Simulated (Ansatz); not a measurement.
**Ti3Al (P6_3/mmc), an elastic constant from a strain scan**

The calculation used DFT PBE, scalar-relativistic, plane waves, PAW (Ansatz). Settings: plane waves to 420 eV, k-mesh 12×12×8 (Γ-centred), Gaussian smearing 0.15 eV. No spin polarisation. Energies are free energies at this smearing, counted from the undisturbed cell; pressure is positive in compression.

Reference structure (relaxed at this level; it needn't be the usual structure):

```xyz
8
Lattice="5.7553 0.0000 0.0000 -2.8777 4.9843 0.0000 0.0000 0.0000 4.6541" Properties=species:S:1:pos:R:3 pbc="T T T"
Ti    4.2896    0.8463    1.1635
Ti    1.4119    4.1380    3.4906
Ti    2.8777    3.2917    1.1635
Ti   -1.4119    4.1380    3.4906
Ti    1.4658    0.8463    1.1635
Ti    0.0000    1.6925    3.4906
Al    0.0000    3.3228    1.1635
Al    2.8777    1.6614    3.4906
```

The cell is strained by ε times the Voigt pattern (0, 0, 1, 0, 0, 0) (xx, yy, zz, yz, xz, xy; engineering shear) with fractional coordinates fixed. The cell holds 8 atoms in V0 = 133.51 Å³. The stress column is τ = (1/V0) dE/dε, got from the stress tensor σ (compression positive) at each point as −det(1 + εP) σ : P(1 + εP)⁻¹, with P the pattern as a tensor.

```csv
ε,ΔE (meV/atom),τ (GPa)
-0.0200,5.073,-4.849
-0.0150,2.866,-3.627
-0.0100,1.292,-2.421
-0.0050,0.342,-1.237
0.0000,0.000,-0.080
0.0050,0.254,1.050
0.0100,1.090,2.151
0.0150,2.491,3.223
0.0175,3.399,3.748
0.0200,?,?
```

Q: Which combination of elastic constants does this scan measure, and how large is it?

A: For small ε, τ = τ0 + Kε with K = pᵀCp, which for this pattern is C33 in the Cartesian frame shown. The parabola through τ at ε = -0.0050, 0 and 0.0050 has slope K = 229 GPa at zero. The energies per cell, E = NΔE, of the same two points give K = 2[E(ε₊)/ε₊ − E(ε₋)/ε₋]/[(ε₊ − ε₋)V0] = 229 GPa, in agreement. These are clamped-ion values.

Q: Predict the withheld row at ε = 0.0200 from the harmonic law, and compare.

A: ΔE = V0(τ0 ε + Kε²/2)/N = 4.600 meV/atom and τ = 4.50 GPa. The calculation gives 4.443 meV/atom and 4.27 GPa, a miss of 3.4 % of the harmonic energy, so the harmonic law still holds here.

In a metal these slopes depend on the k mesh and the smearing.